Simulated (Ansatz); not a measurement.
**The 2H-WSe2 bilayer (2H stacking) under a gate**

Wanted: Fermi level and gate voltage of the 2H-WSe2 bilayer (2H stacking) as it is charged.

Method: plane-wave DFT, PBE-D3(BJ), Ansatz PAW, in Ansatz 0.2.0.

## (1) The starting structure

The cell holds 6 atoms: 4 Se and 2 W. Cell: a = 3.320 Å, b = 3.320 Å, c = 52.181 Å, α = 90.0°, β = 90.0°, γ = 120.0°. Regions: layer 1: 2H-WSe2, 3 atoms (2 Se and 1 W); layer 2: 2H-WSe2, 3 atoms (2 Se and 1 W). Vacuum lies along c.

## (2) Relaxation

The starting cell is a guess, so the in-plane lattice and the atoms are relaxed first, with the slab cut off from its images along the normal.

input.yaml reads:

```yaml
crystal:
  lattice:
    - [3.32, 0.0, 0.0]
    - [-1.66, 2.8752043406, 0.0]
    - [0.0, 0.0, 52.180695867]
  atoms:
    - { symbol: Se, position: [0.3333333333, 0.6666666667, 0.3986148451] }
    - { symbol: W, position: [0.0, 0.0, 0.4344551867] }
    - { symbol: Se, position: [0.3333333333, 0.6666666667, 0.4702955284] }
    - { symbol: Se, position: [0.0, 0.0, 0.5297044716] }
    - { symbol: W, position: [0.3333333333, 0.6666666667, 0.5655448133] }
    - { symbol: Se, position: [0.0, 0.0, 0.6013851549] }
  periodic: [true, true, false]
kpoints:
  mp_grid: { grid: [12, 12, 1] }
hamiltonian:
  xc: pbe
  dispersion: d3bj
scf:
  occupations: { method: fermi_dirac, width: 0.05 }
  convergence: { dr2_threshold: 1.0e-09 }
relax:
  f_tol: 0.004
  max_steps: 90
  cell: {}
output:
  write_potential: true
  write_density: true
  volumetric_format: npy
```

Started as:

```console
$ ansatz run input.yaml --threads 4 --pin off --max-ram 16384MiB --backend cpu --events-out ev --progress --plain --runs-dir out
```

Numbers of over 12 decimals in the logs are rounded to 6 here.

What it wrote:

```text
Warning: relax.cell: scf.convergence.dr2_threshold = 1e-9 eV is looser than the 1.41654749569e-10 eV advised for a relaxation that steers and ends on the stress (1e-10 eV for each atom of the cell: 6, times the square of relax.cell.stress_2d_tol = 0.05 N/m over 20.6 Å (the atoms' height at the walk's start and 5 Å past either face), 2.429e-2 GPa, over a crystal's default 0.05). What an SCF threshold leaves in a stress goes as its square root, and in the free energy as the threshold itself, and one threshold admits the most on a small cell: [figures from the program's tests cut] Set scf.convergence.dr2_threshold to 1.41654749569e-10 eV or tighter. [rest of the remark cut]
Engine: ansatz 0.2.0, aarch64-unknown-linux-gnu
Pseudopotentials: kind: paw
Pseudopotential: Se, paw, valence charge 16, recommended cutoff 420 eV (normal), Se.paw.azcp
Pseudopotential: W, paw, valence charge 14, recommended cutoff 420 eV (normal), W.paw.azcp
Functional definition: PBE
  parameter kappa = 0.804
  parameter beta = 0.066725
  exchange = pbe_x(kappa = kappa, mu = beta*pi^2/3)
  correlation = pbe_c(beta = beta)
Crystal: 6 atoms, lattice volume = 498.100 Å³
Basis set: ecut = 420 eV, 9895 PW (Γ), exchange–correlation on 48×48×720 points (8 copies of the dense FFT grid, shifted against one another)
Bands: 56, of which v1, the nominal top of the filled ones, is band 46 counted from 1 (45 counted from 0)
Symmetry: 12 space group operations
Space group: P-3m1 (ITA 164), of the structure as read, at distance tolerance 7.9e-5 Å
k-points: 19 of 144
Non-local potential: Se, projectors of the file, l = 0: 2, l = 1: 2, l = 2: 3, l = 3: 1
Non-local potential: W, projectors of the file, l = 0: 3, l = 1: 2, l = 2: 2, l = 3: 1
PAW form: soft (Blöchl's): semilocal exchange-correlation on the pseudo side does not see the compensation charge
PAW one-centre angular grid: Se, 590 points (default); XC on 64 Gauss nodes
PAW one-centre angular grid: W, 590 points (default); XC on 64 Gauss nodes
Initial density: superposition of atomic densities (neutral atoms: chi_scale 0, normalization atom), corrected by the library's trained network
Initial wavefunctions: pseudopotential atomic-orbital guess
Functional: x = pbe(κ = 0.804, μ = 0.219515), c = pbe(β = 0.066725)
SCF iter   1: F=—  HF=-42650.464051 eV  |F-HF|=—  |Δ(HF+E_count)|=         —  Δρ=2.59e-3  dr2=7.00e-2  ethr=1.77e-3  ⟨swp⟩=14.4  Hψ=5806  notcnv=0
preconditioner: auto → Resta (q_TF=auto, 2.059 Å⁻¹)  ε∞=2.5  [insulator: Δε(μ)=0.835 eV  Ē_g=8.019 eV  σ=0.050 eV  W_gap=1.00  n_scr=34 (ndim 8)  ℏωp=10.0 eV  f_vac=0.727  D(μ)=0.00/eV (n_scr^D=0)  ε∞_Penn≈2.5  vacuum switching on, ρ_ref=4.7e-3 e/Å³]
SCF iter   2: F=—  HF=-42650.489262 eV  |F-HF|=—  |Δ(HF+E_count)|=   2.52e-2  Δρ=2.30e-3  dr2=2.41e-1  ethr=7.61e-5  ⟨swp⟩=3.1  Hψ=2582  notcnv=0  defer=40
SCF iter   3: F=—  HF=-42650.474270 eV  |F-HF|=—  |Δ(HF+E_count)|=   1.50e-2  Δρ=1.13e-3  dr2=9.35e-3  ethr=7.61e-5  ⟨swp⟩=2.9  Hψ=1648  notcnv=0  defer=40
SCF iter   4: F=—  HF=-42650.477850 eV  |F-HF|=—  |Δ(HF+E_count)|=   3.58e-3  Δρ=7.87e-4  dr2=1.34e-2  ethr=1.02e-5  ⟨swp⟩=3.1  Hψ=1743  notcnv=0  defer=40
SCF iter   5: F=—  HF=-42650.476703 eV  |F-HF|=—  |Δ(HF+E_count)|=   1.15e-3  Δρ=1.02e-4  dr2=7.64e-5  ethr=1.02e-5  ⟨swp⟩=2.8  Hψ=1501  notcnv=0  defer=40
SCF iter   6: F=—  HF=-42650.476747 eV  |F-HF|=—  |Δ(HF+E_count)|=   4.48e-5  Δρ=4.43e-5  dr2=2.29e-5  ethr=8.30e-8  ⟨swp⟩=4.0  Hψ=2182  notcnv=0  defer=40
SCF iter   7: F=—  HF=-42650.476752 eV  |F-HF|=—  |Δ(HF+E_count)|=   4.61e-6  Δρ=1.80e-5  dr2=2.86e-6  ethr=2.49e-8  ⟨swp⟩=2.5  Hψ=1615  notcnv=0  defer=40
SCF iter   8: F=—  HF=-42650.476631 eV  |F-HF|=—  |Δ(HF+E_count)|=   1.21e-4  Δρ=8.63e-6  dr2=1.21e-6  ethr=3.11e-9  ⟨swp⟩=3.5  Hψ=2006  notcnv=0  defer=40
SCF iter   9: F=—  HF=-42650.476632 eV  |F-HF|=—  |Δ(HF+E_count)|=   1.77e-7  Δρ=4.35e-6  dr2=2.52e-7  ethr=1.31e-9  ⟨swp⟩=2.5  Hψ=1426  notcnv=0  defer=40
SCF iter  10: F=—  HF=-42650.476631 eV  |F-HF|=—  |Δ(HF+E_count)|=   1.14e-8  Δρ=7.67e-7  dr2=7.80e-9  ethr=2.74e-10  ⟨swp⟩=3.3  Hψ=1921  notcnv=0  defer=40
SCF iter  11: F=—  HF=-42650.476631 eV  |F-HF|=—  |Δ(HF+E_count)|=   3.96e-9  Δρ=4.65e-7  dr2=6.27e-9  ethr=8.48e-12  ⟨swp⟩=3.4  Hψ=2272  notcnv=0  defer=40
SCF iter  12: F=—  HF=-42650.476631 eV  |F-HF|=—  |Δ(HF+E_count)|=  6.40e-10  Δρ=2.35e-7  dr2=3.98e-9  ethr=6.82e-12  ⟨swp⟩=2.7  Hψ=1435  notcnv=0  defer=40
SCF iter  13: F=-42650.476631 eV  HF=-42650.476631 eV  |F-HF|=6.40e-10  |Δ(HF+E_count)|=  7.86e-10  Δρ=1.05e-7  dr2=5.71e-10  ethr=1.09e-12  ⟨swp⟩=10.1  Hψ=7289  notcnv=0
SCF 1 converged in 13 iterations: F = -42650.476631 eV  dr2 = 5.71e-10
  greatest PAW one-centre occupation: 1.000 electrons in one spin orbital (limit 2), on the Se atom at site 3 (counted from 0), in its partial waves of l = 2
relax step   1: F+E_penalty+E_count = -42650.47663149 eV  Δ(F+E_penalty+E_count) = +0.000e0 eV  max|allowed force component| = 2.630e0 eV/Å  Δτ_max = 0.0000 Å  P = -13.428 N/m  Ω = 498.100 Å³  fix = [c, alpha, beta]  reactions: c -0.000 N/m  (13 SCF iters, accepted)
Crystal: 6 atoms, lattice volume = 489.911 Å³
Basis set: ecut = 420 eV, 9763 PW (Γ), exchange–correlation on 48×48×720 points (8 copies of the dense FFT grid, shifted against one another)
Initial density: handed on by an earlier stage of this run
Initial wavefunctions: those handed on with the density
iter 1 solved again at ethr=6.74e-4 eV; its pass at ethr=3.10e-3 eV (dr2=6.20e-1 eV) is discarded
SCF iter   1: F=—  HF=-42651.709661 eV  |F-HF|=—  |Δ(HF+E_count)|=         —  Δρ=7.93e-3  dr2=6.26e-1  ethr=6.74e-4  ⟨swp⟩=2.1  Hψ=6162  notcnv=0
preconditioner: auto → Resta (q_TF=auto, 2.065 Å⁻¹)  ε∞=2.3  [insulator: Δε(μ)=1.497 eV  Ē_g=8.758 eV  σ=0.050 eV  W_gap=1.00  n_scr=34 (ndim 8)  ℏωp=10.1 eV  f_vac=0.737  D(μ)=0.00/eV (n_scr^D=0)  ε∞_Penn≈2.3  vacuum switching on, ρ_ref=5.6e-3 e/Å³]
SCF iter   2: F=—  HF=-42651.679308 eV  |F-HF|=—  |Δ(HF+E_count)|=   3.04e-2  Δρ=5.59e-3  dr2=4.63e-1  ethr=6.74e-4  ⟨swp⟩=3.9  Hψ=1983  notcnv=0
SCF iter   3: F=—  HF=-42651.615416 eV  |F-HF|=—  |Δ(HF+E_count)|=   6.39e-2  Δρ=2.38e-3  dr2=2.41e-2  ethr=5.03e-4  ⟨swp⟩=3.0  Hψ=1799  notcnv=0  defer=50
SCF iter   4: F=—  HF=-42651.611674 eV  |F-HF|=—  |Δ(HF+E_count)|=   3.74e-3  Δρ=4.58e-4  dr2=1.07e-3  ethr=2.62e-5  ⟨swp⟩=3.5  Hψ=1799  notcnv=0  defer=51
SCF iter   5: F=—  HF=-42651.611909 eV  |F-HF|=—  |Δ(HF+E_count)|=   2.35e-4  Δρ=2.13e-4  dr2=1.86e-3  ethr=1.16e-6  ⟨swp⟩=4.2  Hψ=2162  notcnv=0  defer=51
[...]
SCF iter  10: F=—  HF=-42651.649996 eV  |F-HF|=—  |Δ(HF+E_count)|=   7.67e-8  Δρ=5.30e-7  dr2=1.75e-9  ethr=6.88e-11  ⟨swp⟩=3.1  Hψ=1824  notcnv=0  defer=34
SCF iter  11: F=-42651.649996 eV  HF=-42651.649996 eV  |F-HF|=6.98e-10  |Δ(HF+E_count)|=   9.91e-9  Δρ=1.52e-7  dr2=6.71e-10  ethr=1.09e-12  ⟨swp⟩=13.3  Hψ=7926  notcnv=0
SCF 3 converged in 11 iterations: F = -42651.649996 eV  dr2 = 6.71e-10
relax step   3: F+E_penalty+E_count = -42651.64999608 eV  Δ(F+E_penalty+E_count) = -3.838e-2 eV  max|allowed force component| = 3.750e-2 eV/Å  Δτ_max = 0.1947 Å  P = +0.580 N/m  Ω = 484.293 Å³  energy of the carried Pulay correction = +5.114e-4 eV  fix = [c, alpha, beta]  reactions: c +0.000 N/m  (11 SCF iters, accepted)
[...]
relax step   4: F+E_penalty+E_count = -42651.64942284 eV  Δ(F+E_penalty+E_count) = +5.732e-4 eV  max|allowed force component| = 3.070e-2 eV/Å  Δτ_max = 0.0866 Å  P = -0.232 N/m  Ω = 487.952 Å³  energy of the carried Pulay correction = +3.745e-4 eV  fix = [c, alpha, beta]  (10 SCF iters, rejected (line search))
[...]
relax step   5: F+E_penalty+E_count = -42651.65216733 eV  Δ(F+E_penalty+E_count) = -2.171e-3 eV  max|allowed force component| = 7.146e-3 eV/Å  Δτ_max = 0.0303 Å  P = +0.025 N/m  Ω = 486.695 Å³  energy of the carried Pulay correction = +4.214e-4 eV  fix = [c, alpha, beta]  reactions: c +0.000 N/m  (10 SCF iters, accepted)
[...]
relax step   6: F+E_penalty+E_count = -42651.65217520 eV  Δ(F+E_penalty+E_count) = -7.872e-6 eV  max|allowed force component| = 1.418e-2 eV/Å  Δτ_max = 0.0157 Å  P = +0.024 N/m  Ω = 486.845 Å³  energy of the carried Pulay correction = +4.158e-4 eV  fix = [c, alpha, beta]  reactions: c +0.000 N/m  (9 SCF iters, accepted)
[...]
relax step   7: F+E_penalty+E_count = -42651.65223989 eV  Δ(F+E_penalty+E_count) = -6.469e-5 eV  max|allowed force component| = 1.165e-3 eV/Å  Δτ_max = 0.0066 Å  P = -0.004 N/m  Ω = 486.842 Å³  energy of the carried Pulay correction = +4.159e-4 eV  fix = [c, alpha, beta]  reactions: c -0.000 N/m  (9 SCF iters, accepted)
Initial wavefunctions: pseudopotential atomic-orbital guess (no wavefunctions were taken with the density)
iter 1 solved again at ethr=4.10e-7 eV; its pass at ethr=3.10e-3 eV (dr2=3.77e-4 eV) is discarded
SCF iter   1: F=—  HF=-42651.651856 eV  |F-HF|=—  |Δ(HF+E_count)|=         —  Δρ=1.84e-5  dr2=2.34e-7  ethr=4.10e-7  ⟨swp⟩=7.1  Hψ=10868  notcnv=0
eigensolver tolerance schedule: the retry pair's looser diagonalisation over-reported the residual by 1610.58 of it (diagonalisation noise at 0.27 of the residual, at the tolerance the schedule requests for it); recorded, not acted on — ethr = c·dr2/N_el stays at c = 1.0e-1
preconditioner: auto → Resta (q_TF=auto, 2.067 Å⁻¹)  ε∞=2.3  [insulator: Δε(μ)=1.284 eV  Ē_g=8.864 eV  σ=0.050 eV  W_gap=1.00  n_scr=34 (ndim 8)  ℏωp=10.1 eV  f_vac=0.743  D(μ)=0.00/eV (n_scr^D=0)  ε∞_Penn≈2.3  vacuum switching on, ρ_ref=5.7e-3 e/Å³]
SCF iter   2: F=—  HF=-42651.651742 eV  |F-HF|=—  |Δ(HF+E_count)|=   1.14e-4  Δρ=9.52e-6  dr2=7.08e-8  ethr=2.54e-10  ⟨swp⟩=5.5  Hψ=3416  notcnv=0
SCF iter   3: F=—  HF=-42651.651742 eV  |F-HF|=—  |Δ(HF+E_count)|=   4.68e-8  Δρ=2.82e-6  dr2=3.60e-8  ethr=7.70e-11  ⟨swp⟩=2.9  Hψ=2230  notcnv=0
SCF iter   4: F=—  HF=-42651.651742 eV  |F-HF|=—  |Δ(HF+E_count)|=   1.83e-9  Δρ=1.17e-6  dr2=1.12e-8  ethr=3.91e-11  ⟨swp⟩=3.0  Hψ=1691  notcnv=0
SCF iter   5: F=-42651.651742 eV  HF=-42651.651742 eV  |F-HF|=4.66e-10  |Δ(HF+E_count)|=  9.02e-10  Δρ=3.59e-7  dr2=4.59e-10  ethr=1.09e-12  ⟨swp⟩=16.8  Hψ=9295  notcnv=0
SCF 8 converged in 5 iterations: F = -42651.651742 eV  dr2 = 4.59e-10
relax step   8: F+E_penalty+E_count = -42651.65174208 eV  Δ(F+E_penalty+E_count) = +4.978e-4 eV  max|allowed force component| = 1.097e-3 eV/Å  Δτ_max = 0.0000 Å  P = +0.002 N/m  Ω = 486.842 Å³  fix = [c, alpha, beta]  reactions: c +0.000 N/m  stress off target by 1.94e-3 N/m on what of the cell is left free  SCF on the basis re-selected at this cell (its energy is not comparable with the rows above)  (5 SCF iters)
basis re-selected at this cell: Δ(F+E_penalty+E_count) = +4.978e-4 eV, ΔP = +0.006 N/m vs the last step (what re-selecting the basis moved, of the pressure what is left beyond the Pulay correction that the steps carried, after the strain that the cell walked since its last selection, with what the two solves' SCF thresholds leave and, on support functions, any second-order correction that the steps lacked; it is no m [...]
WARN: The output density's exchange-correlation potential varies sharply where the density is thin. Do not read a vacuum level from v_tot or v_xc, or from such a field of the output density. On a cell that repeats whose density bears no net charge and no dipole along the vacuum's axis use v_es (v_loc + v_h of the components); under efield.dipole_correction with no amplitude use v_es + v_field, which holds any externa [...]
SCF converged after 5 iterations
Free energy (F): -42651.651742 eV
Harris-Foulkes:  -42651.651742 eV  (|F-HF|=4.66e-10)
Internal energy: -42651.651742 eV  (E = F + TS)
E sigma→0 (E₀):  -42651.651742 eV
Entropy (-TS):   -0.000000 eV (-0.000 meV/atom)
Fermi energy:    -4.312973 eV
--- Per-component energies (eV) ---
  E_band       = -3312.300720
  E_kinetic    = 1378.867382
  E_local      = -748330.933016  (includes V_loc(G=0)·N_el)
  E_nonlocal   = -2379.777619
  E_hartree    = 373134.414260
  E_xc         = -952.915538
  E_vxc        = -873.354507  (∫ρ·V_xc dr)
  E_paw        = -24771.117908  (= ΣΔE_a)
  E_vpaw       = 624.073974  (= ΣTr[D̂ρ^β])
  E_aug_tail   = -0.002502  (compensation charges beyond the density's cutoff)
  E_ewald      = 359272.233205
  E_disp       = -2.420007  (pairwise vdW)
  E_smearing   = -0.000000  (= −TS)
  E_closure    = -0.000000  (closes the sum)
  Σ components = -42651.651742   (vs F -42651.651742, Δ=0.00e0)
--- Forces (eV/Å), atoms counted from 1 ---
  atom   1  Se     0.00000000    -0.00000000     0.00085731
  atom   2  W      0.00000000     0.00000000    -0.00070617
  atom   3  Se     0.00000000    -0.00000000    -0.00109747
  atom   4  Se    -0.00000000     0.00000000     0.00109747
  atom   5  W      0.00000000    -0.00000000     0.00070617
  atom   6  Se     0.00000000     0.00000000    -0.00085731
  max |Σ_I F_I| component: 5.78e-19 eV/Å
--- 2D stress c σ (N/m, compression-positive) ---
        0.001936       0.000000       0.000000
       -0.000000       0.001936       0.000000
        0.000000       0.000000       0.000000
  P = ½ c Tr σ = 0.0019 N/m
--- Band table (eV; the first three rows and the last of 19) ---
  k-point 0: bands = [... 42 lower, -6.2115, -6.2115, -5.6604, -4.9221, -2.1113, -2.1113, -2.0598, -2.0598, ... 6 higher]
  k-point 1: bands = [... 42 lower, -6.2704, -6.1182, -5.6566, -5.0495, -2.3624, -2.3218, -2.3018, -2.2382, ... 6 higher]
  k-point 2: bands = [... 42 lower, -6.5344, -6.2160, -5.7468, -5.4809, -3.0458, -2.7649, -2.5317, -2.4556, ... 6 higher]
  k-point 18: bands = [... 42 lower, -7.4337, -7.4337, -5.1503, -5.0015, -3.3765, -3.3765, -2.6557, -1.9830, ... 6 higher]
  the weakly bound empty levels are not read free of the cell's end (no_gap_told)
--- Relaxed structure (7 steps of the walk, 6 accepted, 1 SCFs on fresh bases) ---
  F+E_penalty+E_count = -42651.65174208 eV   max|allowed force component| = 1.097e-3 eV/Å   (the final SCF, on the basis selected at the relaxed cell)
  cell:  # Å, volume = 486.8422 Å³
    - [3.282267, 0.0, 0.0]
    - [-1.641133, 2.842526, 0.0]
    - [0.0, 0.0, 52.180695867]
  atoms:
    - { symbol: Se, position: [0.333333, 0.666667, 0.406364] }
    - { symbol: W, position: [9.251858539620017e-18, -5.088522196306341e-17, 0.438657] }
    - { symbol: Se, position: [0.333333, 0.666667, 0.470937] }
    - { symbol: Se, position: [9.251858539620017e-18, -5.088522196306341e-17, 0.529063] }
    - { symbol: W, position: [0.333333, 0.666667, 0.561343] }
    - { symbol: Se, position: [9.251858539620017e-18, -5.088522196306341e-17, 0.593636] }
```

The job ended after 73 s (4 threads of Arm Neoverse V1, shared host; peak memory 1.2 GiB; 4.7 min of CPU time).

The steps of the relaxation:

```tsv
step	energy less that of the first step (eV)	largest force component (eV/Å)	volume (Å³)
1	0.0000	2.6304	498.10
2	-1.1350	0.1297	489.91
3	-1.1734	0.0375	484.29
4	-1.1728	0.0307	487.95
5	-1.1755	0.0071	486.70
6	-1.1755	0.0142	486.85
7	-1.1756	0.0012	486.84
8*	-1.1751	0.0011	486.84
```

Relaxation steps marked * repeat the geometry before them on a plane-wave basis chosen anew for their cell, so energy and pressure can jump there. Relaxation step 4 was tried and not accepted.

Forces are held to the 12 operations that the run works with; a distortion that breaks them can't arise in this run.

```tsv
cell as run	before	after	change
a (Å)	3.320	3.282	-1.1 %
b (Å)	3.320	3.282	-1.1 %
```

The atoms that moved most (Å, along periodic axes as changes of fractional coordinates times the final cell, across vacuum about the mean position):

```tsv
atom	dx	dy	dz	length
Se1	0.000	0.000	0.404	0.404
Se6	0.000	0.000	-0.404	0.404
W5	0.000	0.000	-0.219	0.219
W2	0.000	0.000	0.219	0.219
Se3	0.000	0.000	0.033	0.033
Se4	0.000	0.000	-0.033	0.033
```

The relaxed structure:

```xyz
6
Lattice="3.2823 0.0000 0.0000 -1.6411 2.8425 0.0000 0.0000 0.0000 52.1807" Properties=species:S:1:pos:R:3
Se    0.0000    1.8950   21.2043
W     0.0000    0.0000   22.8894
Se    0.0000    1.8950   24.5738
Se    0.0000    0.0000   27.6069
W     0.0000    1.8950   29.2913
Se    0.0000    0.0000   30.9764
```

The lattice constant a goes from 3.320 to 3.282 Å.

(Part 1 of 3 ends here.)

[Logs are printed without paths, hosts, clocks, repeated set-up lines and the standing remarks that a program may print on its own settings, such as how far it seeks lower states.]

[Hosts, paths, dates, database ids (printed as entryN), source tags and the programs' standing remarks are cut or masked in the printed files.]

[Maps of the electrostatic potential energy from Ansatz leave out the sawtooth potential of an applied field or a dipole correction, so their vacuum need not be flat; planar profiles and work functions include it.]
